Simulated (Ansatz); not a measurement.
**SnTe: what a guessed cell relaxes into**

Aim: relax a trial structure of SnTe and see where it ends.

Computed with Ansatz 0.2.0 (DFT PBE, scalar-relativistic, plane waves, PAW, unless a step's input says otherwise).

## 1. Starting point

Symmetry: Pm-3m, No. 221, cubic system. The conventional cell has a = 3.905 Å, b = 3.905 Å, c = 3.905 Å, α = 90.00°, β = 90.00°, γ = 90.00°. Sn (site symmetry m-3m) is surrounded by 8 Te at 3.38 Å. Te (site symmetry m-3m) is surrounded by 8 Sn at 3.38 Å.

Coordinates:

```cif
data_structure
_symmetry_space_group_name_H-M 'P 1'
_symmetry_Int_Tables_number 1
_cell_length_a 3.9047
_cell_length_b 3.9047
_cell_length_c 3.9047
_cell_angle_alpha 90.000
_cell_angle_beta 90.000
_cell_angle_gamma 90.000
_cell_volume 59.53
loop_
_atom_site_label
_atom_site_type_symbol
_atom_site_fract_x
_atom_site_fract_y
_atom_site_fract_z
_atom_site_occupancy
Sn1 Sn 0.00000 0.00000 0.00000 1
Te1 Te 0.50000 0.50000 0.50000 1
```

The start is a polymorph listed in a database, not an invented cell.

## 2. A first look at the guess

The input, input.yaml:

```yaml
crystal:
  lattice:
    - [3.90470004, 0.0, 0.0]
    - [0.0, 3.90470004, 0.0]
    - [0.0, 0.0, 3.90470004]
  atoms:
    - { symbol: Sn, position: [0.0, 0.0, 0.0] }
    - { symbol: Te, position: [0.5, 0.5, 0.5] }
basis:
  ecutwfc: 420
kpoints:
  mp_grid: { grid: [4, 4, 4] }
hamiltonian:
  xc: pbe
scf:
  occupations: { method: gaussian, width: 0.1 }
  lower_state_search: "off"
output:
  forces: true
  stress: true
  eigenvalues: true
```

Launch:

```console
ansatz run input.yaml --threads 1 --pin off --max-ram 2560MiB --backend cpu --events-out ev --progress --plain --runs-dir out
```

Further runs follow: final relaxation.

Before running it: what results should come out? Wanted: conventional cell; volume; energy over the elements, grey Sn; gap on the mesh.

**Answer**, as computed:

| quantity | value |
| --- | --- |
| symmetry at the end (tolerance 0.05 Å) | space group Pm-3m (No. 221) |
| conventional cell | a = 3.887 Å, b = 3.887 Å, c = 3.887 Å, α = 90.00°, β = 90.00°, γ = 90.00° |
| volume | 29.37 Å³/atom |
| energy over the elements, grey Sn | -0.05 eV/atom |
| gap on the mesh | none (metal) |

In words: The space group Pm-3m (No. 221) is kept, and the volume per atom shrinks by 1.3 % from the first guess. The formation energy of this structure is too near zero to say whether it is bound against the elements. No finished test with a distortion of lower symmetry is shown, so the end may be a saddle point. The runs treat Te without spin-orbit coupling.
